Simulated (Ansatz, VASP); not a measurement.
## Two plane-wave programs on KI

```
K I
1.0
     4.34170    0.00000    0.00000
     0.00000    4.34170    0.00000
     0.00000    0.00000    4.34170
K I
1 1
Direct
  0.00000 0.00000 0.00000
  0.50000 0.50000 0.50000
```

Alike in both runs: task single point; functional PBE; k mesh 6 × 6 × 6; no spin polarisation.

```csv
,VASP,Ansatz
version,VASP 6.6.1,Ansatz 0.2.0
potentials or method,"VASP PAW PBE potentials, release 64 (K_sv, I)","plane waves, PAW"
plane-wave cutoff (eV),520,420
occupations,"gaussian, width 0.01 eV",fixed
valence electrons in the cell,16,26
```

Ansatz gave:

- gap on the k mesh at the Fermi level (eV): 3.25
- pressure (GPa): 0.0

**Question.** Which values does VASP return?

**Answer.** gap on the k mesh at the Fermi level (eV): 3.24; pressure (GPa): 0.0.

The two sets of potentials don't hold the same shells in valence.

Caveats: spin-orbit coupling is left out, which moves the levels of the heavy elements. A k mesh can miss the band edges.
